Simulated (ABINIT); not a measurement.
Crystal: CdS (Hawleyite).

```xyz
2
Lattice="0.0000 2.9165 2.9165 2.9165 0.0000 2.9165 2.9165 2.9165 0.0000" Properties=species:S:1:pos:R:3 pbc="T T T"
Cd    0.0000    0.0000    0.0000
S     4.3748    4.3748    4.3748
```

```yaml
Program: ABINIT 10.8.3 (patched build)
Task: relaxation of cell and atoms
Functional: PBE
Potentials_or_basis: JTH PAW PBE v2.0
Cutoff: 599 eV
k_mesh: 8 × 8 × 8
Occupations: fermi-dirac, width 0.05 eV
Spin: no spin polarisation
```

At the start: pressure 2.9 GPa; volume 24.81 Å³/atom.

Question: How do energy, volume and symmetry change on relaxing?

Answer: Over 4 steps the energy falls by 10.6 meV/atom and the volume is 26.04 Å³/atom (+5.0 %); space group F-43m (No. 216, to 0.05 Å).

The path:
```tsv
step	energy change (eV)	largest force (eV/Å)	pressure (GPa)	volume (Å³)
1	0.0000	0.0000	2.90	49.62
2	-0.0072	0.0000	2.32	50.06
3	-0.0212	0.0000	0.15	51.94
4	-0.0213	0.0000	0.01	52.08
```

Final structure:
```xyz
2
Lattice="0.0000 2.9641 2.9641 2.9641 0.0000 2.9641 2.9641 2.9641 0.0000" Properties=species:S:1:pos:R:3 pbc="T T T"
Cd    0.0000    0.0000    0.0000
S     4.4461    4.4461    4.4461
```
